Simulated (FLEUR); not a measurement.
A run of FLEUR MaX-R8.1 (later development tree) is set up as follows.

inp.xml

```xml
<?xml version="1.0" encoding="UTF-8" standalone="no"?>
<fleurInput fleurInputVersion="0.39">
   <comment>
      Bi                                                                                                  
   </comment>
   <calculationSetup>
      <cutoffs Kmax="4.1" Gmax="12.7" GmaxXC="12.7" numbands="0"/>
      <scfLoop itmax="60" minDistance="0.00001" maxIterBroyd="15" imix="Anderson" alpha="0.05" precondParam="0.0" spinf="2.0" sdNocoIR="T"/>
      <coreElectrons ctail="T" frcor="F" kcrel="0" coretail_lmax="0"/>
      <xcFunctional name="PBEs" relativisticCorrections="F"/>
      <magnetism jspins="1"/>
      <soc l_soc="F" theta="0.0" phi="0.0" spav="F"/>
      <expertModes spex="0" secvar="F"/>
      <geometryOptimization l_f="F" forcealpha="1.0" forcemix="BFGS" epsdisp="0.00001" epsforce="0.00001"/>
      <ldaU l_linMix="F" mixParam="0.05" spinf="1.0"/>
   </calculationSetup>
   <cell>
      <bzIntegration valenceElectrons="21.0" mode="hist" fermiSmearingEnergy="0.00183747">
         <kPointListSelection listName="default-1"/>
         <!-- k-points included here -->
         <xi:include xmlns:xi="http://www.w3.org/2001/XInclude" href="kpts.xml"> </xi:include>
      </bzIntegration>
      <!-- symmetry operations included here -->
      <xi:include xmlns:xi="http://www.w3.org/2001/XInclude" href="sym.xml"> </xi:include>
      <bulkLattice scale="1.0">
         <bravaisMatrix>
            <row-1>   -3.5469142818367794     3.5469142818367794     3.5469142818367794</row-1>
            <row-2>    3.5469142818367794    -3.5469142818367794     3.5469142818367794</row-2>
            <row-3>    3.5469142818367794     3.5469142818367794    -3.5469142818367794</row-3>
         </bravaisMatrix>
      </bulkLattice>
   </cell>
   <atomSpecies>
      <species name="Bismuth (Bi)" element="Bi" atomicNumber="83">
         <mtSphere radius="2.66" gridPoints="879" logIncrement="0.015"/>
         <atomicCutoffs lmax="10" lnonsphr="10"/>
         <electronConfig flipSpins="F">
            <coreConfig>(1s1/2) (2s1/2) (2p1/2) (2p3/2) (3s1/2) (3p1/2) (3p3/2) (4s1/2) (3d3/2) (3d5/2) (4p1/2) (4p3/2) (5s1/2) (4d3/2) (4d5/2) (4f5/2) (4f7/2)</coreConfig>
            <valenceConfig>(5p1/2) (5p3/2) (6s1/2) (5d3/2) (5d5/2) (6p1/2) (6p3/2)</valenceConfig>
            <stateOccupation state="(6p1/2)" spinUp="0.500000" spinDown="0.500000"/>
            <stateOccupation state="(6p3/2)" spinUp="1.000000" spinDown="1.000000"/>
         </electronConfig>
         <energyParameters s="6" p="6" d="5" f="5"/>
         <lo type="SCLO" l="1" n="5" eDeriv="0"/>
         <lo type="SCLO" l="1" n="5" eDeriv="1"/>
         <lo type="SCLO" l="0" n="6" eDeriv="2"/>
         <lo type="SCLO" l="2" n="5" eDeriv="2"/>
         <lo type="SCLO" l="3" n="5" eDeriv="2"/>
      </species>
   </atomSpecies>
   <atomGroups>
      <atomGroup species="Bismuth (Bi)">
         <relPos label="                   1">.0000000000 .0000000000 .0000000000</relPos>
         <force calculate="T" relaxXYZ="TTT"/>
      </atomGroup>
   </atomGroups>
   <output dos="F" band="F" slice="F">
      <checks vchk="F" cdinf="F"/>
      <bandDOS minEnergy="-.5*Htr" maxEnergy="0.5*Htr" sigma="0.015" storeEVData="T"/>
      <vacuumDOS vacdos="F" integ="F" star="F" nstars="0" locx1="0.0" locy1="0.0" locx2="0.0" locy2="0.0" nstm="0" tworkf="0.0"/>
      <unfoldingBand unfoldBand="F" supercellX="1" supercellY="1" supercellZ="1"/>
      <plotting iplot="0" polar="F">
         <plot TwoD="T" vec1="  1.0  0.0  0.0" vec2="  0.0  1.0  0.0" vec3="  0.0  0.0  1.0" zero="  0.0  0.0  0.0" file="plot"/>
      </plotting>
      <chargeDensitySlicing numkpt="0" minEigenval="0.0" maxEigenval="0.0" nnne="0" pallst="F"/>
      <specialOutput eonly="F"/>
      <moessbauerParams electricFieldGradient="T" isomerShift="T" coreHyperfine="T" valenceHyperfine="T"/>
      <magneticCircularDichroism mcd="F" energyLo="-10.0" energyUp="0.0"/>
   </output>
  <!-- We include the file relax.xml here to enable relaxations (see documentation) -->
  <xi:include xmlns:xi="http://www.w3.org/2001/XInclude" href="relax.xml"> <xi:fallback/> </xi:include>
</fleurInput>
```

Contents of crystal.txt:

```
Bi
&input cartesian=F /
-1.8769462070  1.8769462070  1.8769462070
1.8769462070  -1.8769462070  1.8769462070
1.8769462070  1.8769462070  -1.8769462070
1.8897261246
1.0 1.0 1.0

1
83 0.0000000000  0.0000000000  0.0000000000

&kpt div1=9 div2=9 div3=9 gamma=T /
```

Potentials or basis: all-electron, FLAPW.

Command:

```sh
$ inpgen -f crystal.txt -profile fastHighL
$ # inp.xml edited to the form shown
$ fleur_MPI
```

Q: What does it give for the band gap on the k mesh?

A: None (metal or under the smearing width).

Core levels (eV from the Fermi level):
```tsv
atom	levels
1 Bi	1s1/2 -90489.7, 2s1/2 -16241.4, 2p1/2 -15603.5, 2p3/2 -13284.4, 3s1/2 -3917.2, 3p1/2 -3629.2, 3p3/2 -3110.0, 4s1/2 -896.0, 3d3/2 -2638.8, 3d5/2 -2528.7, 4p1/2 -770.9, 4p3/2 -642.9, 5s1/2 -153.6, 4d3/2 -439.6, 4d5/2 -415.7, 4f5/2 -151.8, 4f7/2 -146.3
```

Caveat: spin-orbit coupling is left out, which moves the levels of the heavy elements.
